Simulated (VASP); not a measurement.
# FeO (I4/mmm) in VASP: further runs, part 2 of 2

VASP 6.6.1. Earlier steps stand in the parts before.

## (3) Single point, PBE, collinear spin, ferromagnetic start

Input file INCAR:

```
SYSTEM = FeO
PREC     = Accurate       ! precision mode
ENCUT    = 500            ! plane-wave cutoff, eV
EDIFF    = 1E-6           ! SCF threshold, eV
ISMEAR   = 0              ! smearing method
SIGMA    = 0.05           ! smearing width, eV
LREAL    = .FALSE.        ! projectors in reciprocal space
LASPH    = .TRUE.         ! aspherical terms in the spheres
NELM     = 100            ! most SCF steps
ALGO     = Normal         ! electronic algorithm
ISIF     = 2              ! what is computed and relaxed
LWAVE    = .FALSE.        ! write WAVECAR
LCHARG   = .FALSE.        ! write CHGCAR
ISPIN    = 2              ! spin polarisation
MAGMOM   = 3 0            ! initial moments
LORBIT   = 11             ! projections on sites
LMAXMIX  = 4              ! l up to which the mixer works
GGA      = PE             ! functional
ADDGRID  = .FALSE.
```

Input file KPOINTS:

```
Automatic mesh
0
G
  6 6 6
  0 0 0
```

Input file POSCAR:

```
FeO
1.0
   -1.6021034130      1.6021034130      2.0833922500
    1.6021034130     -1.6021034130      2.0833922500
    1.6021034130      1.6021034130     -2.0833922500
Fe O
1 1
Direct
    0.0000000000      0.0000000000      0.0000000000
    0.5000000000      0.5000000000      0.0000000000
```

Potentials or basis: VASP PAW PBE potentials, release 64 (Fe, O).

Launch:

```
$ cat potpaw_PBE.64/Fe/POTCAR potpaw_PBE.64/O/POTCAR > POTCAR
$ mpirun -np 1 vasp_std > vasp.out
```

OUTCAR:

```text
SYSTEM = FeO
   PREC = Accurate
   ENCUT = 500
   EDIFF = 1E-6
   ISMEAR = 0
   LREAL = .FALSE.
   LASPH = .TRUE.
   NELM = 100
   ISIF = 2
   ISPIN = 2
   LORBIT = 11
   GGA = PE

 Found     30 irreducible k-points:

 Following reciprocal coordinates:
            Coordinates               Weight
  0.000000  0.000000  0.000000      1.000000
  0.166667  0.000000 -0.000000      8.000000
  0.333333 -0.000000  0.000000      8.000000
  0.500000  0.000000 -0.000000      4.000000
  0.166667  0.166667  0.000000      8.000000
  0.333333  0.166667  0.000000     16.000000
   k-points           NKPTS =     30   k-points in BZ     NKDIM =     30   number of bands    NBANDS=     13
   number of dos      NEDOS =    301   number of ions     NIONS =      2
   total plane-waves  NPLWV =  13824
   dimension x,y,z NGX =    24 NGY =   24 NGZ =   24
   dimension x,y,z NGXF=    48 NGYF=   48 NGZF=   48
   ions per type =               1   1
   NGX,Y,Z   is equivalent  to a cutoff of  12.96, 12.96, 12.96 a.u.
   NGXF,Y,Z  is equivalent  to a cutoff of  25.93, 25.93, 25.93 a.u.
 SYSTEM =  FeO
   PREC   = accura    normal or accurate (medium, high low for compatibility)
   ISTART =      0    job   : 0-new  1-cont  2-samecut
   ICHARG =      2    charge: 1-file 2-atom 10-const
   ISPIN  =      2    spin polarized calculation?
   LNONCOLLINEAR =      F non collinear calculations
   LSORBIT =      F    spin-orbit coupling
   LASPH  =      T    aspherical Exc in radial PAW
   ENCUT  =  500.0 eV  36.75 Ry    6.06 a.u.   5.61  5.61  5.61*2*pi/ulx,y,z
   NELM   =    100;   NELMIN=  2; NELMDL= -5     # of ELM steps
   EDIFF  = 0.1E-05   stopping-criterion for ELM
   LREAL  =      F    real-space projection
   EDIFFG = 0.1E-04   stopping-criterion for IOM
   NSW    =      0    number of steps for IOM
   IBRION =     -1    ionic relax: 0-MD 1-quasi-New 2-CG
   NFREE  =      0    steps in history (QN), initial steepest desc. (CG)
   ISIF   =      2    stress and relaxation
   ISYM   =      2    0-nonsym 1-usesym 2-fastsym
   POTIM  = 0.5000    time-step for ionic-motion
   TEBEG  =    0.0;   TEEND  =   0.0 temperature during run
   PSTRESS=    0.0 pullay stress
   NELECT =      14.0000    total number of electrons
   NUPDOWN=      -1.0000    fix difference up-down
   EMIN   =  10.00;   EMAX   =-10.00  energy-range for DOS
   EFERMI =   0.00;   METHOD = LEGACY
   ISMEAR =     0;   SIGMA  =   0.05  broadening in eV -4-tet -1-fermi 0-gaus
   EFERMI_NEDOS =   21; number of points for ismear=-14 and -15
   IALGO  =     38    algorithm
   IMIX   =      4    mixing-type and parameters
     AMIX     =   0.40;   BMIX     =  1.00
     AMIX_MAG =   1.60;   BMIX_MAG =  1.00
  volume/ion in A,a.u.               =      10.70        72.17
  Fermi-wavevector in a.u.,A,eV,Ry     =   1.421391  2.686039 27.488551  2.020352
  Thomas-Fermi vector in A             =   2.542205
   LORBIT       =     11    0 simple, 1 ext, 2 COOP (PROOUT), +10 PAW based schemes
   GGA     = PE    functional components
   LHFCALC =     F    Hartree Fock is set to
   AEXX    =    0.0000 exact exchange contribution
   IVDW    =     0    specifies the selected vdW correction
   LEPSILON=     F    determine dielectric tensor
   LRPA    =     F    only Hartree local field effects (RPA)
 spin polarized calculation
 Gauss-broadening in eV      SIGMA  =   0.05
  energy-cutoff  :      500.00
  volume of cell :       21.39
 maximum number of plane-waves:       555
 NGX is ok and might be reduce to    24
   NGX = 11   NGY = 11   NGZ = 11

 number of electron      14.0000002 magnetization       4.0092873

 Free energy of the ion-electron system (eV)
  ---------------------------------------------------
  ext. energy  EPLUGINS =         0.00000000
  ---------------------------------------------------
  free energy    TOTEN  =       -14.85895692 eV

  energy without entropy =      -14.85516884  energy(sigma->0) =      -14.85706288

 E-fermi :   5.5018     XC(G=0): -11.7948

 val. band max:        5.5014517502   @ k =  -0.3333   0.5000   0.1667
 cond. band min:       5.5068129710   @ k =   0.3333  -0.0000   0.0000
 fundamental gap:      0.0053612208
 Fermi energy:         5.5017672096

 spin component 1

 k-point     1 :       0.0000    0.0000    0.0000
  band No.  band energies     occupation
      1     -14.7525      1.00000
      2       1.5829      1.00000
      3       1.5829      1.00000
      4       1.7334      1.00000
      5       1.7430      1.00000
      6       1.8582      1.00000
      7       1.9482      1.00000
      8       1.9666      1.00000
      9       1.9666      1.00000
     10       5.3802      0.99971
     11      20.8203      0.00000
     12      22.0342      0.00000
     13      22.0342      0.00000

 k-point     2 :       0.1667    0.0000   -0.0000
  band No.  band energies     occupation
      1     -14.5205      1.00000
      2       0.0073      1.00000
      3       0.4260      1.00000
      4       0.5115      1.00000
      5       1.8066      1.00000
      6       1.9639      1.00000
      7       2.2312      1.00000
      8       3.2172      1.00000
      9       3.4366      1.00000
     10       6.9094      0.00000
     11      17.4276      0.00000
[... 51 lines left out ...]
 k-point     6 :       0.3333    0.1667    0.0000
  band No.  band energies     occupation
      1     -13.7827      1.00000
      2      -2.2591      1.00000
      3      -0.7964      1.00000
      4      -0.5954      1.00000
      5       2.2884      1.00000
      6       2.3288      1.00000
      7       2.9153      1.00000
      8       3.6263      1.00000
      9       5.0811      1.00000
     10      10.3871      0.00000
     11      13.6807      0.00000
     12      15.5589      0.00000
     13      19.0774      0.00000

 [... further k-points ...]

 spin component 2

 k-point     1 :       0.0000    0.0000    0.0000
  band No.  band energies     occupation
      1     -14.2262      1.00000
      2       2.2188      1.00000
      3       2.5458      1.00000
      4       2.5458      1.00000
      5       4.7806      1.00000
      6       4.7806      1.00000
      7       5.0192      1.00000
      8       5.2653      1.00000
      9       5.6295      0.00015
     10       6.6265      0.00000
     11      20.7673      0.00000
     12      22.8739      0.00000
     13      22.9542      0.00000

 k-point     2 :       0.1667    0.0000   -0.0000
  band No.  band energies     occupation
      1     -13.9912      1.00000
      2       0.8200      1.00000
      3       1.7401      1.00000
      4       1.9190      1.00000
      5       5.0688      1.00000
      6       5.1205      1.00000
      7       5.1659      1.00000
      8       6.2751      0.00000
      9       6.3102      0.00000
     10       7.9065      0.00000
     11      18.1459      0.00000
[... 51 lines left out ...]
 k-point     6 :       0.3333    0.1667    0.0000
  band No.  band energies     occupation
      1     -13.2382      1.00000
      2      -1.4658      1.00000
      3       0.5124      1.00000
      4       0.7087      1.00000
      5       5.5148      0.35583
      6       5.8984      0.00000
      7       6.0651      0.00000
      8       6.7623      0.00000
      9       8.1412      0.00000
     10      11.1744      0.00000
     11      14.6816      0.00000
     12      16.5288      0.00000
     13      20.0674      0.00000

 [... further k-points ...]

------------------------ aborting loop because EDIFF is reached ----------------------------------------

  FORCE on cell =-STRESS in cart. coord.  units (eV):
  Direction    XX          YY          ZZ          XY          YZ          ZX
  --------------------------------------------------------------------------------------
  -------------------------------------------------------------------------------------
  Total       -1.3629532     -1.3629532     -0.6866147      0.0000000      0.0000000      0.0000000
  in kB     -102.0891092   -102.0891092    -51.4294147      0.0000000      0.0000000      0.0000000
  external PRESSURE =     -85.2025444 kB  Pullay stress =       0.0000000 kB

 VOLUME and BASIS-vectors are now :
 -----------------------------------------------------------------------------
  energy-cutoff  :      500.00
  volume of cell :       21.39
      direct lattice vectors                 reciprocal lattice vectors
    -1.602103413  1.602103413  2.083392250     0.000000000  0.312089717  0.239993213
     1.602103413 -1.602103413  2.083392250     0.312089717  0.000000000  0.239993213
     1.602103413  1.602103413 -2.083392250     0.312089717  0.312089717  0.000000000

 POSITION                                       TOTAL-FORCE (eV/Angst)
 -----------------------------------------------------------------------------------
      0.00000      0.00000      0.00000        -0.000000     -0.000000     -0.000000
      0.00000      0.00000      2.08339         0.000000      0.000000      0.000000
 -----------------------------------------------------------------------------------
    total drift:                               -0.000000      0.000000     -0.000000

  FREE ENERGIE OF THE ION-ELECTRON SYSTEM (eV)
  ---------------------------------------------------
  free  energy   TOTEN  =       -14.8589569185 eV

  energy  without entropy=      -14.8551688353  energy(sigma->0) =      -14.85706288

 total charge

# of ion       s       p       d       tot
------------------------------------------
    1        0.279   0.326   6.051   6.656
    2        1.560   3.408   0.000   4.968
--------------------------------------------------
tot          1.839   3.734   6.051  11.624

 magnetization (x)

# of ion       s       p       d       tot
------------------------------------------
    1        0.032   0.019   3.571   3.622
    2        0.028   0.269   0.000   0.297
--------------------------------------------------
tot          0.059   0.288   3.571   3.919
```

Wall time 17 s (1 thread of Intel Xeon Platinum 8488C (Sapphire Rapids), shared host); peak memory 0.15 GiB.

The run converged, but some of its settings lie outside the range that counts as converged, so its numbers aren't taken as properties of the crystal.

Results:

```
Free energy                                           : -14.8590 eV
Pressure                                              : -8.5 GPa
Band gap on the k mesh                                : none (metal or under the smearing width)
Net moment                                            : 4.01 μB per cell
Site moments                                          : Fe +3.62; O +0.30 μB
Valence electrons inside the program's atomic spheres : Fe 6.66; O 4.97
```

Caveat: the k mesh is coarse (spacing up to 0.46 Å⁻¹), so the values aren't converged; a cell with one magnetic atom can't hold antiferromagnetic order, which such compounds often take; semilocal functionals often make such compounds metallic where correlation or magnetic order opens a gap, which also shifts bond lengths.

## (4) Single point, PBE, collinear spin, ferromagnetic start

Changes to INCAR since step 3:

```diff
@@ -2,3 +2,3 @@
 PREC     = Accurate       ! precision mode
-ENCUT    = 500            ! plane-wave cutoff, eV
+ENCUT    = 400            ! plane-wave cutoff, eV
 EDIFF    = 1E-6           ! SCF threshold, eV
```

Input file KPOINTS:

```
Automatic mesh
0
G
  7 7 7
  0 0 0
```

POSCAR is that of step 3.

Potentials or basis: VASP PAW PBE potentials, release 64 (Fe, O).

Launch:

```
$ cat potpaw_PBE.64/Fe/POTCAR potpaw_PBE.64/O/POTCAR > POTCAR
$ mpirun -np 1 vasp_std > vasp.out
```

OUTCAR:

```text
SYSTEM = FeO
   PREC = Accurate
   ENCUT = 400
   EDIFF = 1E-6
   ISMEAR = 0
   LREAL = .FALSE.
   LASPH = .TRUE.
   NELM = 100
   ISIF = 2
   ISPIN = 2
   LORBIT = 11
   GGA = PE

 Found     40 irreducible k-points:

 Following reciprocal coordinates:
            Coordinates               Weight
  0.000000  0.000000  0.000000      1.000000
  0.142857  0.000000 -0.000000      8.000000
  0.285714  0.000000  0.000000      8.000000
  0.428571  0.000000 -0.000000      8.000000
  0.142857  0.142857 -0.000000      8.000000
  0.285714  0.142857 -0.000000     16.000000
   k-points           NKPTS =     40   k-points in BZ     NKDIM =     40   number of bands    NBANDS=     13
   number of dos      NEDOS =    301   number of ions     NIONS =      2
   total plane-waves  NPLWV =   8000
   dimension x,y,z NGX =    20 NGY =   20 NGZ =   20
   dimension x,y,z NGXF=    40 NGYF=   40 NGZF=   40
   ions per type =               1   1
   NGX,Y,Z   is equivalent  to a cutoff of  10.80, 10.80, 10.80 a.u.
   NGXF,Y,Z  is equivalent  to a cutoff of  21.60, 21.60, 21.60 a.u.
 SYSTEM =  FeO
   PREC   = accura    normal or accurate (medium, high low for compatibility)
   ISTART =      0    job   : 0-new  1-cont  2-samecut
   ICHARG =      2    charge: 1-file 2-atom 10-const
   ISPIN  =      2    spin polarized calculation?
   LNONCOLLINEAR =      F non collinear calculations
   LSORBIT =      F    spin-orbit coupling
   LASPH  =      T    aspherical Exc in radial PAW
   ENCUT  =  400.0 eV  29.40 Ry    5.42 a.u.   5.02  5.02  5.02*2*pi/ulx,y,z
   NELM   =    100;   NELMIN=  2; NELMDL= -5     # of ELM steps
   EDIFF  = 0.1E-05   stopping-criterion for ELM
   LREAL  =      F    real-space projection
   EDIFFG = 0.1E-04   stopping-criterion for IOM
   NSW    =      0    number of steps for IOM
   IBRION =     -1    ionic relax: 0-MD 1-quasi-New 2-CG
   NFREE  =      0    steps in history (QN), initial steepest desc. (CG)
   ISIF   =      2    stress and relaxation
   ISYM   =      2    0-nonsym 1-usesym 2-fastsym
   POTIM  = 0.5000    time-step for ionic-motion
   TEBEG  =    0.0;   TEEND  =   0.0 temperature during run
   PSTRESS=    0.0 pullay stress
   NELECT =      14.0000    total number of electrons
   NUPDOWN=      -1.0000    fix difference up-down
   EMIN   =  10.00;   EMAX   =-10.00  energy-range for DOS
   EFERMI =   0.00;   METHOD = LEGACY
   ISMEAR =     0;   SIGMA  =   0.05  broadening in eV -4-tet -1-fermi 0-gaus
   EFERMI_NEDOS =   21; number of points for ismear=-14 and -15
   IALGO  =     38    algorithm
[... 135 lines left out ...]

 [... further k-points ...]

 spin component 2

 k-point     1 :       0.0000    0.0000    0.0000
  band No.  band energies     occupation
      1     -14.2312      1.00000
      2       2.2168      1.00000
      3       2.5388      1.00000
      4       2.5388      1.00000
      5       4.7742      1.00000
      6       4.7743      1.00000
      7       5.0220      1.00000
      8       5.2725      1.00000
      9       5.6171      0.00128
     10       6.6259      0.00000
     11      20.7689      0.00000
     12      22.8814      0.00000
     13      22.9566      0.00000
[... 66 lines left out ...]
  band No.  band energies     occupation
      1     -13.3871      1.00000
      2      -1.2187      1.00000
      3       0.7624      1.00000
      4       0.8551      1.00000
      5       5.3999      0.99911
      6       5.7353      0.00000
      7       6.0184      0.00000
      8       6.5627      0.00000
      9       8.0011      0.00000
     10      10.5840      0.00000
     11      15.1940      0.00000
     12      17.2461      0.00000
     13      20.5997      0.00000

 [... further k-points ...]

------------------------ aborting loop because EDIFF is reached ----------------------------------------

  FORCE on cell =-STRESS in cart. coord.  units (eV):
  Direction    XX          YY          ZZ          XY          YZ          ZX
  --------------------------------------------------------------------------------------
  -------------------------------------------------------------------------------------
  Total       -2.0677129     -2.0677129     -1.3937246      0.0000000      0.0000000      0.0000000
  in kB     -154.8776275   -154.8776275   -104.3939721      0.0000000      0.0000000      0.0000000
  external PRESSURE =    -138.0497424 kB  Pullay stress =       0.0000000 kB

 VOLUME and BASIS-vectors are now :
 -----------------------------------------------------------------------------
  energy-cutoff  :      400.00
  volume of cell :       21.39
      direct lattice vectors                 reciprocal lattice vectors
    -1.602103413  1.602103413  2.083392250     0.000000000  0.312089717  0.239993213
     1.602103413 -1.602103413  2.083392250     0.312089717  0.000000000  0.239993213
     1.602103413  1.602103413 -2.083392250     0.312089717  0.312089717  0.000000000

 POSITION                                       TOTAL-FORCE (eV/Angst)
 -----------------------------------------------------------------------------------
      0.00000      0.00000      0.00000        -0.000000      0.000000      0.000000
      0.00000      0.00000      2.08339         0.000000     -0.000000     -0.000000
 -----------------------------------------------------------------------------------
    total drift:                               -0.000000     -0.000000      0.000000

  FREE ENERGIE OF THE ION-ELECTRON SYSTEM (eV)
  ---------------------------------------------------
  free  energy   TOTEN  =       -14.8788640361 eV

  energy  without entropy=      -14.8770431418  energy(sigma->0) =      -14.87795359

 total charge

# of ion       s       p       d       tot
------------------------------------------
    1        0.279   0.326   6.049   6.654
    2        1.583   3.422   0.000   5.005
--------------------------------------------------
tot          1.862   3.748   6.049  11.659

 magnetization (x)

# of ion       s       p       d       tot
------------------------------------------
    1        0.031   0.020   3.572   3.622
    2        0.028   0.268   0.000   0.296
--------------------------------------------------
tot          0.059   0.287   3.572   3.918
```

stdout:

```text
POSCAR found type information on POSCAR FeO
 POSCAR found :  2 types and       2 ions
 scaLAPACK will be used
 LDA part: xc-table for (Slater+PW92), standard interpolation
 POSCAR, INCAR and KPOINTS ok, starting setup
 FFT: planning ... GRIDC
 FFT: planning ... GRID_SOFT
 FFT: planning ... GRID
 WAVECAR not read
 entering main loop
```

It took 23 s on 1 thread of Intel Xeon Platinum 8488C (Sapphire Rapids), shared host; peak memory 0.13 GiB.

The run converged, but some of its settings lie outside the range that counts as converged, so its numbers aren't taken as properties of the crystal.

Results:

* Free energy: -14.8789 eV
* Band gap on the k mesh: none (metal or under the smearing width)
* Net moment: 4.01 μB per cell
* Site moments: Fe +3.62; O +0.30 μB
* Valence electrons inside the program's atomic spheres: Fe 6.65; O 5.00

Caveat: the k mesh is coarse (spacing up to 0.40 Å⁻¹), so the values aren't converged; the cutoff is under 1.25 times the usual one of these potentials, so pressure, stress and relaxed cells hold a basis-set (Pulay) error; a cell with one magnetic atom can't hold antiferromagnetic order, which such compounds often take; semilocal functionals often make such compounds metallic where correlation or magnetic order opens a gap, which also shifts bond lengths.

## (5) The reference run

An earlier run on the cell as given: functional PBE; potentials or basis VASP PAW PBE potentials, release 64 (Fe, O); cutoff 520 eV; k mesh 12 × 12 × 12; occupations fermi-dirac, width 0.05 eV; collinear spin, ferromagnetic start; starting moments [3.0, 0.0] μB.

- Pressure: -8.7 GPa
- Band gap on the k mesh: none (metal or under the smearing width)
- Net moment: 4.00 μB per cell
- Site moments: Fe +3.62; O +0.29 μB
- Valence electrons inside the program's atomic spheres: Fe 6.66; O 4.97
